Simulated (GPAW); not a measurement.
# Zn in GPAW: the effect of functional

Slab: Zn, a slab with vacuum.

```
Zn
1.0
     2.61697    0.00000    0.00000
    -1.30849    2.26817    0.00000
     0.00000    0.00000   24.71677
Zn
5
Direct
  0.33935 0.67871 0.30344
  0.01153 0.02306 0.40120
  0.35088 0.70176 0.50000
  0.69023 0.38047 0.59880
  0.36241 0.72482 0.69656
```

The slab is cut from a database's or a generator's crystal, which needn't be the stable form of the element.

The cell isn't the ideal one: the (0 0 1) slab of Zn, cut from the database cell, not relaxed.

Alike in all runs:

| Quantity | Value |
| --- | --- |
| Program | GPAW 26.7.0 |
| Task | single point |
| Cutoff | 450 eV |
| Basis | pw |
| k mesh | 12 × 12 × 1 |
| Occupations | fermi-dirac, width 0.05 eV |
| Spin | no spin polarisation |

| functional | potentials or basis | largest force (eV/Å) | work function (eV) |
| --- | --- | --- | --- |
| LDA | the program's PAW data sets (release 1.2.1) made for this functional | ? | ? |
| PBE | GPAW PAW data sets (gpaw-data 1.2.1) | 0.17 | 3.94 |
| PBEsol | PAW data sets generated in the run's folder for this functional | 0.03 | 4.05 |
| RPBE | the program's PAW data sets (release 1.2.1) made for this functional | 0.28 | 3.81 |
| r2SCAN | GPAW PAW data sets (gpaw-data 1.2.1) | 0.07 | 4.01 |
| vdW-DF-cx | GPAW PAW data sets (gpaw-data 1.2.1) | 0.16 | 4.09 |
| BEEF-vdW | GPAW PAW data sets (gpaw-data 1.2.1) | 0.30 | 4.15 |
| revPBE | the program's PAW data sets (release 1.2.1) made for this functional | 0.25 | 3.82 |
| WC | PAW data sets generated in the run's folder for this functional | 0.03 | 4.04 |

Task: What does the run with functional LDA give?

Result: Largest force 0.12 eV/Å; work function 4.24 eV.

Caveats: the PAW data sets were made with another functional, which shifts forces and pressure a little (some runs).
